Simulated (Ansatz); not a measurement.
P (Cmce), a film clamped to a substrate

All numbers below come from Ansatz, DFT PBE, scalar-relativistic, plane waves, PAW. Cutoff 420 eV, Γ-centred 10×10×8 k-points, Gaussian smearing of 0.03 eV. No spin polarisation. Energies are free energies at this smearing, counted from the undisturbed cell; pressure is positive in compression.

Reference structure (relaxed at this level):

```yaml
crystal:
  lattice:
    - [1.65522, -5.64272, 0.00000]
    - [1.65522, 5.64272, 0.00000]
    - [0.00000, 0.00000, 4.55777]
  atoms:
    - { symbol: P, position: [0.09407, 0.90593, 0.91372] }
    - { symbol: P, position: [0.59407, 0.40593, 0.58628] }
    - { symbol: P, position: [0.90593, 0.09407, 0.08628] }
    - { symbol: P, position: [0.40593, 0.59407, 0.41372] }
```

The cell holds layers and no dispersion correction was added, so their binding is poorly described.

The cell (4 atoms, V0 = 85.14 Å³) is strained by p along both x and y and by q along z, fractional coordinates fixed. τp = (1/V0) ∂E/∂p = (σxx + σyy)(1 + p)(1 + q) and τq = (1/V0) ∂E/∂q = σzz(1 + p)², with tension positive.

| p | q | ΔE (meV/atom) | τp (GPa) | τq (GPa) |
| --- | --- | --- | --- | --- |
| 0.000 | 0.000 | 0.00 | 0.00 | -0.03 |
| -0.015 | 0.000 | 5.36 | -5.49 | -1.21 |
| 0.015 | 0.000 | 4.97 | 4.89 | 1.03 |
| 0.000 | -0.015 | 1.92 | -1.18 | -1.91 |
| 0.000 | 0.015 | 1.77 | 1.07 | 1.80 |

Get the second derivatives of the energy density.

Central differences give A = ∂τp/∂p = 346 GPa (C11 + C22 + 2 C12), C = ∂τq/∂q = 123 GPa (C33) and the cross term B = ∂τq/∂p = 75 GPa (C13 + C23); ∂τp/∂q = 75 GPa must equal B, and any difference shows higher-order terms. The ions are clamped.

A film of this crystal grows with z along the normal on a substrate that imposes p. How does its thickness respond, and what does the misfit cost?

Count p and q from the stress-free cell. A free surface needs τq = 0, so q = −(B/C) p = -0.61 p. The energy density left is (A − B²/C) p²/2 = M p², with the biaxial modulus M = 150 GPa; a misfit of 1 % costs 2.00 meV/atom, against 2.30 meV/atom if the thickness were held.

At p = -0.030 the energies along q are 41.0 (q = -0.030), 29.5 (q = -0.015), 22.3 (q = 0.000), 19.3 (q = 0.015), 20.3 (q = 0.030) meV/atom.

Does the linear rule hold at this misfit?

A parabola through the lowest point and its neighbours has its minimum at q = 0.019, 19.2 meV/atom. With the stress left in the starting cell, τp0 and τq0, linear elasticity gives q = −(τq0 + Bp)/C = 0.018 and E = V0(τp0 p + τq0 q + Ap²/2 + Bpq + Cq²/2)/N = 17.9 meV/atom. The two agree within a tenth in energy.

Forces appear on the atoms along this scan, and letting them relax would lower the energy and soften the response. The gap closes along the scan, which can put kinks into the curve.

Cost: 25 runs of about 11 core-minutes in all, on AMD EPYC (Zen 3) (shared hosts).

Compressing the substrate plane makes the film thicken, but this film is unusual: the puckered layers stack along y, so they stand upright on the substrate and the film normal is their armchair direction. The imposed strain therefore combines the covalent zigzag direction with the weakly bound stacking direction. With fractional coordinates fixed, strain along y also changes the height of each layer and strains its covalent bonds, whereas a real crystal would take up most of it in the gaps between layers. Likewise, armchair strain would largely be absorbed by changes in bond angle and pucker, which is why black phosphorus is soft in that direction. The value of 123 GPa thus reflects bond stretching more than this hinge-like response. Compression costs more than equal tension, as expected from steepening short-range repulsion, and this probably explains why the linear estimate falls below the computed minimum at the larger misfit. The biaxial modulus should not be carried over to the common film with layers lying flat, whose normal is the stacking direction.
